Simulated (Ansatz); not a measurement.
# BP: relaxed-ion elastic tensor

Computed with DFT PBE, scalar-relativistic, plane waves, PAW (Ansatz). Plane waves to 420 eV; Γ-centred k mesh 12×12×12; fixed occupations. No spin polarisation.

The cell, relaxed at this level:
```xyz
2
Lattice="0.0000 2.2742 2.2742 2.2742 0.0000 2.2742 2.2742 2.2742 0.0000" Properties=species:S:1:pos:R:3 pbc="T T T"
B     0.0000    0.0000    0.0000
P     1.1371    1.1371    1.1371
```

It was relaxed at this level from a cell as deposited in COD.

Q: Give the relaxed-ion elastic constants (GPa, Voigt order xx yy zz yz xz xy, on the Cartesian axes of the cell above).

A:
```
339.5  73.3  73.3   0.0   0.0   0.0
 73.3 339.5  73.3   0.0   0.0   0.0
 73.3  73.3 339.5   0.0   0.0   0.0
  0.0   0.0   0.0 184.5   0.0   0.0
  0.0   0.0   0.0   0.0 184.5   0.0
  0.0   0.0   0.0   0.0   0.0 184.5
```

Q: Is the crystal stable against homogeneous strain?

A: Yes: the least eigenvalue of the tensor is 184.5 GPa.

Q: And the moduli of a polycrystal (Hill averages)?

A: B = 162 GPa, G = 162 GPa, E = 364 GPa, ν = 0.13.
